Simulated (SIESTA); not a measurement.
TaS2:

```
CELL_PARAMETERS angstrom
3.35000 0.00000 0.00000
-1.67500 2.90119 0.00000
0.00000 0.00000 5.86000
ATOMIC_POSITIONS crystal
Ta 0.00000 0.00000 0.00000
S 0.66667 0.33333 0.75000
S 0.33333 0.66667 0.25000
```

Base run:

| Property | Result |
| --- | --- |
| Program | SIESTA 5.4.2 |
| Functional | RGE2 |
| Potentials or basis | PseudoDojo 0.4 standard (PBE files) |
| Basis | DZP (energy shift 0.002 Ry) |
| Grid cutoff | 800 Ry |
| Energy shift | 0.002 Ry |
| k mesh | 9 × 9 × 5 |
| Occupations | fermi-dirac, width 0.05 eV |
| Spin | no spin polarisation |

Its results: band gap on the k mesh none (metal or under the smearing width); pressure 7.1 GPa; largest force 1.334 eV/Å.

Task: After a change of settings the same cell gave: band gap on the k mesh none (metal or under the smearing width); pressure 14.2 GPa; largest force 1.766 eV/Å. Which change was it?
A. functional from RGE2 to PBE; potentials or basis from PseudoDojo 0.4 standard (PBE files) to PseudoDojo 0.4 stringent (PBE files); valence electrons from 25 to 39
B. functional from RGE2 to PBE-libxc
C. functional from RGE2 to PBE; basis from DZP (energy shift 0.002 Ry) to TZP (energy shift 0.002 Ry)
D. functional from RGE2 to PW86PBE

Result: D.

Caveats: semicore shells carry a single zeta, which can move pressures by several GPa and volumes by a few percent; the potentials were made for another functional, which shifts forces and pressure; spin-orbit coupling is left out, which moves the levels of the heavy elements; the basis of atomic orbitals isn't converged, which shifts pressures, moduli and gaps.
